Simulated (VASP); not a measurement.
Ta, 2 atoms in the cell. The structure is hexagonal, space group P6_3/mmc (No. 194). The conventional cell has a = 2.949 Å, b = 2.949 Å, c = 4.816 Å, α = 90.00°, β = 90.00°, γ = 120.00°. Ta (site symmetry -6m2) has 12 Ta at 2.95 Å as nearest neighbours. The cell was built by a generator and needn't be a form met in nature.

| Property | Result |
| --- | --- |
| Program | VASP 6.6.1 |
| Task | relaxation of cell and atoms |
| Functional | PBE |
| Potentials or basis | VASP PAW PBE potentials, release 64 (Ta_pv) |
| Cutoff | 600 eV |
| k mesh | 8 × 8 × 4 |
| Occupations | gaussian, width 0.05 eV |
| Spin | no spin polarisation |
| Dipole correction | no |
| Further INCAR settings | ALGO = Fast; EDIFF = 1e-07; IBRION = 2; EDIFFG = -0.03; NSW = 80; ISIF = 3 |

Potentials or basis: VASP PAW PBE potentials, release 64 (Ta_pv).

Launch:

```bash
$ cat potpaw_PBE.64/Ta_pv/POTCAR > POTCAR
$ mpirun -np 1 vasp_std > vasp.out
```

Hardware: 1 thread of Intel(R) Xeon(R) 6975P-C (Granite Rapids), with other jobs on the host.

Q: Estimate the wall time of this run.

A: Run time: 59 s on 1 thread of Intel(R) Xeon(R) 6975P-C (Granite Rapids) (shared host), peak memory 0.17 GiB. Counts: scf iterations 106, k points 30, ion steps 8.
